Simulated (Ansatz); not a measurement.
AgCl (Chlorargyrite) under changes of volume

One of the cells (20.458 Å³/atom); the others are scaled copies at fixed shape and fractional positions:

```
CELL_PARAMETERS angstrom
0.00000 2.73500 2.73500
2.73500 0.00000 2.73500
2.73500 2.73500 0.00000
ATOMIC_POSITIONS crystal
Ag 0.00000 0.00000 0.00000
Cl 0.50000 0.50000 0.50000
```

| Property | Result |
| --- | --- |
| Program | Ansatz 0.2.0 |
| Functional | HSE06 |
| Potentials or basis | Ansatz PAW |
| Cutoff | 420 eV (not typed: the program's choice for these potentials) |
| k mesh | 6 × 6 × 6 |
| Occupations | fermi-dirac, width 0.05 eV |
| Spin | no spin polarisation |

```tsv
volume (Å³/atom)	energy over the lowest point (meV/atom)	pressure (GPa)	gap on the mesh (eV)
19.231	59.53	8.0	2.39
19.640	41.15	6.4	2.39
20.049	26.69	4.9	2.39
20.458	?	?	?
20.868	7.84	2.5	2.40
21.277	2.71	1.5	2.41
21.686	0.00	0.6	2.42
```

Problem. What does the run at 20.458 Å³/atom give?

Solution. Energy over the lowest point 15.73 meV/atom; pressure 3.7 GPa; gap on the mesh 2.40 eV.

Worked out: A Birch-Murnaghan fit of order 3 (a polynomial in V^(-2/3)) to the other rows has its minimum at 22.00 Å³/atom, just outside them, with B0 = V·E''(V) = 41 GPa and B' = 5.5. It gives 15.73 meV/atom at 20.458 Å³/atom, against the run's 15.73, and -dE/dV = 3.7 GPa, against 3.7. A straight line through the other rows of the gap, of slope 0.248 eV per unit of ln V, gives 2.40 eV, against the run's 2.40.

Energies are extrapolated to zero smearing.

Caveats: the PAW data sets come from PBE, with cores solved anew for the run's functional, which leaves a small shift of forces and pressure; the thresholds are loose for stress.

A mesh can miss the band edges. Spin-orbit coupling on Ag is left out.
